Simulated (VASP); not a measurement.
# Si (Imma) in VASP: a series of runs

One crystal, Si, is run at these levels: LDA; tasks: single point.

Program: VASP 6.6.1. These are calculated values, not measurements. Logs are shortened: lines on timing, memory, paths and dates and some standing lists are left out, and cuts for length are marked.

### 1 The structure

Symmetry: Imma, No. 74, orthorhombic system. Conventional cell: a = 3.814 Å, b = 3.831 Å, c = 5.418 Å, α = 90.00°, β = 90.00°, γ = 90.00°. Si (site symmetry mm2) is surrounded by 4 Si at 2.34 Å.

### 2 Single point, LDA

INCAR

```
PREC = Accurate
ENCUT = 520
EDIFF = 1E-6
ISMEAR = 0
SIGMA = 0.02
LREAL = False
LASPH = True
NELM = 100
ALGO = Fast
ISIF = 2
LWAVE = False
LCHARG = False
GGA = CA
NBANDS = 16
```

KPOINTS

```
Automatic mesh
0
Gamma
  10 8 10
```

POSCAR

```
Si
1.0
    3.8310063354      0.0000000000      0.0000000000
    0.0000000000      5.4178611170      0.0000000000
    0.0000000000      0.0000000000      3.8139435318
Si
4
Direct
    0.0000000000     -0.0002985428      0.0000000000
    0.5000000000      0.4997014572      0.5000000000
    0.0000000000      0.2502985428      0.5000000000
    0.5000000000      0.7502985428      0.0000000000
```

Potentials or basis: VASP PAW LDA potentials, release 64 (Si).

On the command line:

```console
$ cat potpaw_LDA.64/Si/POTCAR > POTCAR
$ mpirun -np 1 vasp_std > vasp.out
```

OUTCAR:

```text
PREC = Accurate
   ENCUT = 520
   EDIFF = 1E-6
   ISMEAR = 0
   LREAL = False
   LASPH = True
   NELM = 100
   ISIF = 2
   GGA = CA

 ion  position               nearest neighbor table
   1  0.000  1.000  0.000-   3 2.34   3 2.34   4 2.34   4 2.34
   2  0.500  0.500  0.500-   4 2.34   4 2.34   3 2.34   3 2.34
   3  0.000  0.250  0.500-   1 2.34   1 2.34   2 2.34   2 2.34
   4  0.500  0.750  0.000-   2 2.34   2 2.34   1 2.34   1 2.34

  LATTYP: Found a simple orthorhombic cell.
 ALAT       =     3.8139435318
 B/A-ratio  =     1.0044737955
 C/A-ratio  =     1.4205404647

  Lattice vectors:

 A1 = (   0.0000000000,   0.0000000000,   3.8139435318)
 A2 = (   3.8310063354,   0.0000000000,   0.0000000000)
 A3 = (   0.0000000000,   5.4178611170,   0.0000000000)

Analysis of symmetry for initial positions (statically):
=====================================================================
 Subroutine PRICEL returns following result:

  LATTYP: Found a body centered orthorhombic cell.
 ALAT       =     3.8139435318
 B/A-ratio  =     1.0044737955
 C/A-ratio  =     1.4205404647

  Lattice vectors:

 A1 = (  -1.9155031677,  -2.7089305585,  -1.9069717659)
 A2 = (   1.9155031677,  -2.7089305585,   1.9069717659)
 A3 = (  -1.9155031677,   2.7089305585,   1.9069717659)

   2 primitive cells build up your supercell.

 Routine SETGRP: Setting up the symmetry group for a
 simple orthorhombic supercell.

 Subroutine GETGRP returns: Found  8 space group operations
 (whereof  4 operations were pure point group operations)
 out of a pool of  8 trial point group operations.

The static configuration has the point symmetry C_2v.
 The point group associated with its full space group is D_2h.

Analysis of symmetry for dynamics (positions and initial velocities):
=====================================================================
 Subroutine PRICEL returns following result:

  LATTYP: Found a body centered orthorhombic cell.
 ALAT       =     3.8139435318
 B/A-ratio  =     1.0044737955
 C/A-ratio  =     1.4205404647

  Lattice vectors:

 A1 = (  -1.9155031677,  -2.7089305585,  -1.9069717659)
 A2 = (   1.9155031677,  -2.7089305585,   1.9069717659)
 A3 = (  -1.9155031677,   2.7089305585,   1.9069717659)

   2 primitive cells build up your supercell.

 Routine SETGRP: Setting up the symmetry group for a
 simple orthorhombic supercell.

 Subroutine GETGRP returns: Found  8 space group operations
 (whereof  4 operations were pure point group operations)
 out of a pool of  8 trial point group operations.

The dynamic configuration has the point symmetry C_2v.
 The point group associated with its full space group is D_2h.

 Subroutine INISYM returns: Found  8 space group operations
 (whereof  4 operations are pure point group operations),
 and found     2 'primitive' translations

----------------------------------------------------------------------------------------

                                     Primitive cell

  volume of cell :      39.5808

  direct lattice vectors                    reciprocal lattice vectors
    -1.915503168 -2.708930559 -1.906971766    -0.261028020 -0.184574683  0.000000000
     1.915503168 -2.708930558  1.906971766     0.000000000 -0.184574683  0.262195806
    -1.915503168  2.708930558  1.906971766    -0.261028020  0.000000000  0.262195806

  length of vectors
     3.826747767  3.826747767  3.826747767     0.319692729  0.320646931  0.369976038

  position of ions in fractional coordinates (direct lattice)
     0.000298543  0.000298543  0.000000000
     0.749701457  0.249701457  0.500000000

  ion indices of the primitive-cell ions
   primitive index   ion index
                 1           1
                 2           4

----------------------------------------------------------------------------------------

 KPOINTS: Automatic mesh

Automatic generation of k-mesh.
 Grid dimensions read from file:
 generate k-points for:   10    8   10

 Generating k-lattice:

  Cartesian coordinates                     Fractional coordinates (reciprocal lattice)
     0.026102802  0.000000000  0.000000000     0.100000000  0.000000000  0.000000000
     0.000000000  0.023071835  0.000000000     0.000000000  0.125000000  0.000000000
     0.000000000  0.000000000  0.026219581     0.000000000  0.000000000  0.100000000

  Length of vectors
     0.026102802  0.023071835  0.026219581

  Shift w.r.t. Gamma in fractional coordinates (k-lattice)
     0.000000000  0.000000000  0.000000000

 Subroutine IBZKPT returns following result:
 ===========================================

 Found    180 irreducible k-points:

 Following reciprocal coordinates:
            Coordinates               Weight
  0.000000  0.000000  0.000000      1.000000
  0.100000  0.000000  0.000000      2.000000
  0.200000  0.000000  0.000000      2.000000
  0.300000  0.000000  0.000000      2.000000
  0.400000  0.000000  0.000000      2.000000
  0.500000  0.000000  0.000000      1.000000
[... 16 lines left out ...]
  0.400000  0.375000  0.000000      4.000000
  0.500000  0.375000  0.000000      2.000000
 [... further k-points ...]
   k-points           NKPTS =    180   k-points in BZ     NKDIM =    180   number of bands    NBANDS=     16
   number of dos      NEDOS =    301   number of ions     NIONS =      4
   total plane-waves  NPLWV =  31360
   dimension x,y,z NGX =    28 NGY =   40 NGZ =   28
   dimension x,y,z NGXF=    56 NGYF=   80 NGZF=   56
   ions per type =               4
   NGX,Y,Z   is equivalent  to a cutoff of  12.15, 12.27, 12.20 a.u.
   NGXF,Y,Z  is equivalent  to a cutoff of  24.30, 24.55, 24.41 a.u.
 SYSTEM =  unknown system
   PREC   = accura    normal or accurate (medium, high low for compatibility)
   ISTART =      0    job   : 0-new  1-cont  2-samecut
   ICHARG =      2    charge: 1-file 2-atom 10-const
   ISPIN  =      1    spin polarized calculation?
   LNONCOLLINEAR =      F non collinear calculations
   LSORBIT =      F    spin-orbit coupling
   LASPH  =      T    aspherical Exc in radial PAW
   ENCUT  =  520.0 eV  38.22 Ry    6.18 a.u.   7.12 10.07  7.09*2*pi/ulx,y,z
   NELM   =    100;   NELMIN=  2; NELMDL= -5     # of ELM steps
   EDIFF  = 0.1E-05   stopping-criterion for ELM
   LREAL  =      F    real-space projection
   EDIFFG = 0.1E-04   stopping-criterion for IOM
   NSW    =      0    number of steps for IOM
   IBRION =     -1    ionic relax: 0-MD 1-quasi-New 2-CG
   NFREE  =      0    steps in history (QN), initial steepest desc. (CG)
   ISIF   =      2    stress and relaxation
   ISYM   =      2    0-nonsym 1-usesym 2-fastsym
   POTIM  = 0.5000    time-step for ionic-motion
   TEBEG  =    0.0;   TEEND  =   0.0 temperature during run
   PSTRESS=    0.0 pullay stress
   NELECT =      16.0000    total number of electrons
   NUPDOWN=      -1.0000    fix difference up-down
   EMIN   =  10.00;   EMAX   =-10.00  energy-range for DOS
   EFERMI =   0.00;   METHOD = LEGACY
   ISMEAR =     0;   SIGMA  =   0.02  broadening in eV -4-tet -1-fermi 0-gaus
   EFERMI_NEDOS =   21; number of points for ismear=-14 and -15
   IALGO  =     68    algorithm
   IMIX   =      4    mixing-type and parameters
     AMIX     =   0.40;   BMIX     =  1.00
     AMIX_MAG =   1.60;   BMIX_MAG =  1.00
  volume/ion in A,a.u.               =      19.79       133.55
  Fermi-wavevector in a.u.,A,eV,Ry     =   0.960749  1.815552 12.558696  0.923038
  Thomas-Fermi vector in A             =   2.090060
   LORBIT       =      0    0 simple, 1 ext, 2 COOP (PROOUT), +10 PAW based schemes
   GGA     = CA    functional components
   LHFCALC =     F    Hartree Fock is set to
   AEXX    =    0.0000 exact exchange contribution
   IVDW    =     0    specifies the selected vdW correction
   LEPSILON=     F    determine dielectric tensor
   LRPA    =     F    only Hartree local field effects (RPA)
 non-spin polarized calculation
 RMM-DIIS sequential band-by-band and
 Gauss-broadening in eV      SIGMA  =   0.02
  energy-cutoff  :      520.00
  volume of cell :       79.16
 maximum number of plane-waves:      2156
   NGX = 15   NGY = 21   NGZ = 15

 number of electron      16.0000001 magnetization

 Free energy of the ion-electron system (eV)
  ---------------------------------------------------
  ext. energy  EPLUGINS =         0.00000000
  ---------------------------------------------------
  free energy    TOTEN  =       -23.83850055 eV

  energy without entropy =      -23.83850055  energy(sigma->0) =      -23.83850055

 E-fermi :   6.0479     XC(G=0):  -9.6488

 val. band max:        5.9160457089   @ k =   0.0000   0.0000   0.0000
 cond. band min:       6.3419849349   @ k =   0.4000   0.0000   0.4000
 fundamental gap:      0.4259392260
 Fermi energy:         6.0478930905

 k-point     1 :       0.0000    0.0000    0.0000
  band No.  band energies     occupation
      1      -6.1473      2.00000
      2      -1.9788      2.00000
      3      -1.9625      2.00000
      4       2.9881      2.00000
      5       3.0472      2.00000
      6       5.8736      2.00000
[... 8 lines left out ...]
     15      13.6023      0.00000
     16      13.6409      0.00000

 k-point     2 :       0.1000    0.0000    0.0000
  band No.  band energies     occupation
      1      -6.0594      2.00000
      2      -2.0182      2.00000
      3      -1.8677      2.00000
      4       2.4881      2.00000
      5       3.1177      2.00000
      6       5.1275      2.00000
[... 8 lines left out ...]
     15      13.2015      0.00000
     16      13.5044      0.00000

 k-point     3 :       0.2000    0.0000    0.0000
  band No.  band energies     occupation
      1      -5.7976      2.00000
      2      -2.2002      2.00000
      3      -1.5841      2.00000
      4       1.7368      2.00000
      5       3.3253      2.00000
      6       3.8298      2.00000
[... 8 lines left out ...]
     15      12.4932      0.00000
     16      13.5092      0.00000
[... 362 lines left out ...]
 k-point    23 :       0.4000    0.3750    0.0000
  band No.  band energies     occupation
      1      -4.3107      2.00000
      2      -3.6787      2.00000
      3      -1.0329      2.00000
      4      -0.3463      2.00000
      5       3.6991      2.00000
      6       4.4251      2.00000
[... 8 lines left out ...]
     15      13.5525      0.00000
     16      13.5775      0.00000

 k-point    24 :       0.5000    0.3750    0.0000
  band No.  band energies     occupation
      1      -3.8429      2.00000
      2      -3.8429      2.00000
      3      -0.9937      2.00000
      4      -0.9937      2.00000
      5       4.2488      2.00000
      6       4.2488      2.00000
[... 8 lines left out ...]
     15      13.6567      0.00000
     16      13.6567      0.00000

 [... further k-points ...]

------------------------ aborting loop because EDIFF is reached ----------------------------------------

  FORCE on cell =-STRESS in cart. coord.  units (eV):
  Direction    XX          YY          ZZ          XY          YZ          ZX
  --------------------------------------------------------------------------------------
  -------------------------------------------------------------------------------------
  Total       -0.3269655     -0.2733107      0.0089198      0.0000000      0.0000000      0.0000000
  in kB       -6.6175534     -5.5316192      0.1805308      0.0000000      0.0000000      0.0000000
  external PRESSURE =      -3.9895473 kB  Pullay stress =       0.0000000 kB

 VOLUME and BASIS-vectors are now :
 -----------------------------------------------------------------------------
  energy-cutoff  :      520.00
  volume of cell :       79.16
      direct lattice vectors                 reciprocal lattice vectors
     3.831006335  0.000000000  0.000000000     0.261028020  0.000000000  0.000000000
     0.000000000  5.417861117  0.000000000     0.000000000  0.184574683  0.000000000
     0.000000000  0.000000000  3.813943532     0.000000000  0.000000000  0.262195806

 POSITION                                       TOTAL-FORCE (eV/Angst)
 -----------------------------------------------------------------------------------
      0.00000      5.41624      0.00000        -0.000000     -0.000019     -0.000000
      1.91550      2.70731      1.90697        -0.000000     -0.000019     -0.000000
      0.00000      1.35608      1.90697        -0.000000      0.000019      0.000000
      1.91550      4.06501      0.00000         0.000000      0.000019      0.000000
 -----------------------------------------------------------------------------------
    total drift:                               -0.000000      0.000000     -0.000000

  FREE ENERGIE OF THE ION-ELECTRON SYSTEM (eV)
  ---------------------------------------------------
  free  energy   TOTEN  =       -23.8385005486 eV

  energy  without entropy=      -23.8385005486  energy(sigma->0) =      -23.83850055
```

It took 92 s on 1 thread of AMD EPYC 9R14 (Zen 4), shared host; peak memory 0.23 GiB.

Results:

* Free energy: -23.8385 eV
* Pressure: -0.4 GPa
* Band gap on the k mesh: 0.43 eV

### 3 Single point, LDA

This run uses another cell than the first one, of 19.75 Å³/atom, 0.998 times its volume.

INCAR

```
ALGO = Fast
EDIFF = 1E-7
ENCUT = 520
ISIF = 2
ISMEAR = 0
LASPH = True
LCHARG = False
LREAL = False
LWAVE = False
NBANDS = 16
NELM = 100
PREC = Accurate
SIGMA = 0.02
```

KPOINTS

```
k-points
0
Gamma
  10 8 10
```

POSCAR

```
Si
1.0
    3.8310063354      0.0000000000      0.0000000000
    0.0000000000      5.4178611170      0.0000000000
    0.0000000000      0.0000000000      3.8062867333
Si
4
Direct
    0.0000000000      0.0000000000      0.0000000000
    0.5000000000      0.5000000000      0.5000000000
    0.0000000000      0.2500000000      0.5000000000
    0.5000000000      0.7500000000      0.0000000000
```

Potentials or basis: VASP PAW LDA potentials, release 64 (Si).

On the command line:

```console
$ cat potpaw_LDA.64/Si/POTCAR > POTCAR
$ mpirun -np 1 vasp_std > vasp.out
```

OUTCAR:

```text
EDIFF = 1E-7
   ENCUT = 520
   ISIF = 2
   ISMEAR = 0
   LASPH = True
   LREAL = False
   NELM = 100
   PREC = Accurate

 ion  position               nearest neighbor table
   1  0.000  0.000  0.000-   3 2.34   3 2.34   4 2.35   4 2.35
   2  0.500  0.500  0.500-   4 2.34   4 2.34   3 2.35   3 2.35
   3  0.000  0.250  0.500-   1 2.34   1 2.34   2 2.35   2 2.35
   4  0.500  0.750  0.000-   2 2.34   2 2.34   1 2.35   1 2.35

  LATTYP: Found a simple orthorhombic cell.
 ALAT       =     3.8062867333
 B/A-ratio  =     1.0064944141
[... 678 lines left out ...]
  Direction    XX          YY          ZZ          XY          YZ          ZX
  --------------------------------------------------------------------------------------
  -------------------------------------------------------------------------------------
  Total       -0.3711641     -0.1973442      0.3013079      0.0000000      0.0000000      0.0000000
  in kB       -7.5272149     -4.0021435      6.1105307      0.0000000      0.0000000      0.0000000
  external PRESSURE =      -1.8062759 kB  Pullay stress =       0.0000000 kB

 VOLUME and BASIS-vectors are now :
 -----------------------------------------------------------------------------
  energy-cutoff  :      520.00
  volume of cell :       79.00
      direct lattice vectors                 reciprocal lattice vectors
     3.831006335  0.000000000  0.000000000     0.261028020  0.000000000  0.000000000
     0.000000000  5.417861117  0.000000000     0.000000000  0.184574683  0.000000000
     0.000000000  0.000000000  3.806286733     0.000000000  0.000000000  0.262723244

 POSITION                                       TOTAL-FORCE (eV/Angst)
 -----------------------------------------------------------------------------------
      0.00000      0.00000      0.00000         0.000000     -0.063789      0.000000
      1.91550      2.70893      1.90314         0.000000     -0.063789      0.000000
      0.00000      1.35447      1.90314        -0.000000      0.063789     -0.000000
      1.91550      4.06340      0.00000        -0.000000      0.063789      0.000000
 -----------------------------------------------------------------------------------
    total drift:                               -0.000000      0.000000     -0.000000

  FREE ENERGIE OF THE ION-ELECTRON SYSTEM (eV)
  ---------------------------------------------------
  free  energy   TOTEN  =       -23.8379525192 eV

  energy  without entropy=      -23.8379525192  energy(sigma->0) =      -23.83795252
```

OSZICAR:

```text
N       E                     dE             d eps       ncg     rms          rms(c)
DAV:   1     0.220687417673E+02    0.22069E+02   -0.58752E+03  5760   0.799E+02
DAV:   2    -0.225321474596E+02   -0.44601E+02   -0.40367E+02  7992   0.119E+02
DAV:   3    -0.243563401998E+02   -0.18242E+01   -0.18113E+01  7680   0.224E+01
DAV:   4    -0.243776912583E+02   -0.21351E-01   -0.21347E-01  7328   0.317E+00
DAV:   5    -0.243780731816E+02   -0.38192E-03   -0.38191E-03  7680   0.398E-01    0.721E+00
RMM:   6    -0.240051774891E+02    0.37290E+00   -0.14685E-01  5787   0.163E+00    0.433E+00
RMM:   7    -0.238367417813E+02    0.16844E+00   -0.31825E-01  6205   0.247E+00    0.316E-01
RMM:   8    -0.238375365491E+02   -0.79477E-03   -0.21734E-02  6085   0.832E-01    0.129E-01
RMM:   9    -0.238378487231E+02   -0.31217E-03   -0.51457E-03  6671   0.386E-01    0.123E-01
RMM:  10    -0.238379383072E+02   -0.89584E-04   -0.94996E-04  6717   0.197E-01    0.125E-01
RMM:  11    -0.238380609450E+02   -0.12264E-03   -0.81324E-04  6058   0.149E-01    0.744E-01
RMM:  12    -0.238379527502E+02    0.10819E-03   -0.68233E-04  6039   0.127E-01    0.605E-02
RMM:  13    -0.238379514804E+02    0.12698E-05   -0.44165E-05  6557   0.427E-02    0.413E-02
RMM:  14    -0.238379523741E+02   -0.89373E-06   -0.11926E-05  6933   0.222E-02    0.165E-02
RMM:  15    -0.238379524467E+02   -0.72549E-07   -0.21508E-06  6824   0.103E-02    0.553E-03
RMM:  16    -0.238379525192E+02   -0.72467E-07   -0.65294E-07  5775   0.534E-03
   1 F= -.23837953E+02 E0= -.23837953E+02  d E =-.336538E-27
```

Wall time 1.7 min (1 thread of AMD EPYC 9R14 (Zen 4), shared host); peak memory 0.23 GiB.

Results:

- Free energy: -23.8380 eV
- Pressure: -0.2 GPa
- Largest force: 0.064 eV/Å
- Band gap on the k mesh: 0.43 eV

Forces on the atoms (eV/Å):
```
Si   0.000 -0.064  0.000
Si   0.000 -0.064  0.000
Si   0.000  0.064  0.000
Si   0.000  0.064  0.000
```

A k mesh can miss the band edges. A hybrid or GW would open this gap; LDA tends to underestimate it.

[end of part 1 of 2]
